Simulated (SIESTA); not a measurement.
KI under changes of volume

One of the cells (40.300 Å³/atom); the others are scaled copies at fixed shape and fractional positions:

```
CELL_PARAMETERS angstrom
4.31962 0.00000 0.00000
0.00000 4.31962 0.00000
0.00000 0.00000 4.31962
ATOMIC_POSITIONS crystal
I 0.50000 0.50000 0.50000
K 0.00000 0.00000 0.00000
```

Measurements of this composition are mostly on another form, of space group No. 225.

- Program: SIESTA 5.4.2
- Functional: PBE
- Potentials or basis: PseudoDojo 0.4 standard (PBE files)
- Basis: DZP (energy shift 0.002 Ry; d shell added on K)
- Grid cutoff: 800 Ry
- Energy shift: 0.002 Ry
- k mesh: 6 × 6 × 6
- Occupations: fermi-dirac, width 0.05 eV
- Spin: no spin polarisation

```csv
volume (Å³/atom),energy over the lowest point (meV/atom),pressure (GPa),gap on the mesh (eV)
37.139,14.21,1.5,3.57
37.929,8.06,1.1,3.51
38.720,?,?,?
40.300,0.00,0.1,3.34
41.090,0.19,-0.2,3.29
41.880,1.59,-0.4,3.25
```

What does the run at 38.720 Å³/atom give?

Energy over the lowest point 3.76 meV/atom; pressure 0.7 GPa; gap on the mesh 3.45 eV.

Worked out: A Birch-Murnaghan fit of order 3 (a polynomial in V^(-2/3)) to the other rows has its minimum at 40.57 Å³/atom with B0 = V·E''(V) = 13.4 GPa and B' = 4.6. It gives 3.76 meV/atom at 38.720 Å³/atom, against the run's 3.76, and -dE/dV = 0.7 GPa, against 0.7. A straight line through the other rows of the gap, of slope -2.7 eV per unit of ln V, gives 3.45 eV, against the run's 3.45.

Energies are extrapolated to zero smearing.

Caveats: semicore shells carry a single zeta, which can move pressures by several GPa and volumes by a few percent; spin-orbit coupling is left out, which moves the levels of the heavy elements; the basis of atomic orbitals isn't converged, which shifts pressures, moduli and gaps.

A mesh can miss the band edges.
